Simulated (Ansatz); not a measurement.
MnO:

```
CELL_PARAMETERS angstrom
0.00000 2.22391 2.22391
2.22391 0.00000 2.22391
2.22391 2.22391 0.00000
ATOMIC_POSITIONS crystal
Mn 0.00000 0.00000 0.00000
O 0.50000 0.50000 0.50000
```

The cell is a database's computed one.

```yaml
Program: Ansatz 0.2.0
Task: relaxation of cell and atoms
Functional: PBE
Dispersion: D4
Potentials_or_basis: all-electron LAPW, scalar-relativistic
Basis_error_allowed: 0.001 eV/atom
k_mesh: 10 × 10 × 10
Occupations: fermi-dirac, width 0.05 eV
Spin: collinear spin, ferromagnetic start
Starting_moments: "[4.0, 0.0] μB"
```

At the start: volume 11.00 Å³/atom.

Task: How do energy, volume and symmetry change on relaxing?

Result: Over 6 steps the energy falls by 3.5 meV/atom and the volume is 10.62 Å³/atom (-3.5 %); space group Fm-3m (No. 225, to 0.05 Å); moment 4.68 μB per cell.

The path:
```csv
step,energy change (eV),largest force (eV/Å),volume (Å³)
1,0.0000,0.0000,22.00
2,-0.0050,0.0000,21.66
3,-0.0068,0.0000,21.38
4,-0.0070,0.0000,21.26
5,-0.0070,0.0000,21.24
6,-0.0070,0.0000,21.24
```

Final structure:
```
CELL_PARAMETERS angstrom
0.00000 2.19799 2.19799
2.19799 0.00000 2.19799
2.19799 2.19799 0.00000
ATOMIC_POSITIONS crystal
Mn 0.00000 0.00000 0.00000
O 0.50000 0.50000 0.50000
```

Caveat: a cell with one magnetic atom can't hold antiferromagnetic order, which such compounds often take.
